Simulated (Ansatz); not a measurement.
**Al3GaN4: checking dH/dP = V**

The calculation used DFT PBEsol, scalar-relativistic, plane waves, PAW in Ansatz 0.2.0. (420 eV cutoff, 6×6×6 k-mesh, Gaussian smearing of 0.02 eV, no spin polarisation)

Starting point, cell and atoms relaxed:

```xyz
8
Lattice="4.4070 0.0000 0.0000 0.0000 4.4070 0.0000 0.0000 0.0000 4.4070" Properties=species:S:1:pos:R:3 pbc="T T T"
Al    2.2035    2.2035    0.0000
Al    2.2035    0.0000    2.2035
Al    0.0000    2.2035    2.2035
Ga    0.0000    0.0000    0.0000
N     3.2819    3.2819    1.1251
N     3.2819    1.1251    3.2819
N     1.1251    3.2819    3.2819
N     1.1251    1.1251    1.1251
```

Cell and atoms were relaxed at each target pressure within the start's symmetry (P-43m), at zero temperature; other phases can be more stable under pressure. H = E + PV with P the target; E is the free energy at the smearing used, whose derivative the pressure is, per atom and counted from zero pressure.

```
P (GPa) V (Å³/atom) E − E0 (meV) H − H0 (meV)
      0       10.699           0.0           0.0
      2       10.591           0.7         132.9
      5       10.442           4.0         329.9
     10       10.215          14.6         652.2
     20        9.823          51.0        1277.3
```

Problem. Thermodynamics gives dH/dP = V along a relaxed path. Integrate V over P by the trapezoid rule and compare with the computed enthalpies.

Solution. With 1 eV/Å³ = 160.22 GPa, each step adds the mean volume times ΔP / 160.22:
```
P (GPa)  ∫V dP (meV) H − H0 (meV) difference (meV)
      2        132.9         132.9               0.0
      5        329.8         329.9              -0.1
     10        652.1         652.2               0.0
     20       1277.5        1277.3               0.2
```

V(P) curves upward, so the trapezoid rule runs high; integrating a smooth curve through the same points puts that excess at about 0.5 meV at 20 GPa, against the 0.2 meV found.

Problem. At 20 GPa, how much of the enthalpy change is stored energy and how much is the PV term?

Solution. E rises by 51 meV/atom and PV is 20 × 9.823 / 160.22 = 1226 meV/atom, so PV makes 96 % of ΔH. So between rival structures at high pressure a small difference in volume can outweigh the difference in energy: 1 % of this volume is worth 12.3 meV/atom at this pressure.

Problem. What bulk modulus do the lowest pressures give?

Solution. From the pressures that the runs reached, -2.04 GPa (10.814 Å³) and 2.06 GPa (10.591 Å³), B = −ΔP/Δln V = 4.10 / 0.0208 = 197 GPa, a mean over that range.

Problem. The gap is 3.301 eV at -2.04 GPa and 3.323 eV at 2.06 GPa. What pressure coefficient and volume deformation potential follow?

Solution. dE_g/dP = 5.4 meV/GPa, and a_V = dE_g/d ln V = −B dE_g/dP = -1.06 eV. A gap that closes or barely moves under pressure is usual where the conduction edge lies away from the zone centre, has d character, or where the bands broaden faster than they shift. If the edges move to other points of the zone within the range, this is a mean of two slopes. Gaps are Kohn–Sham gaps over the whole zone.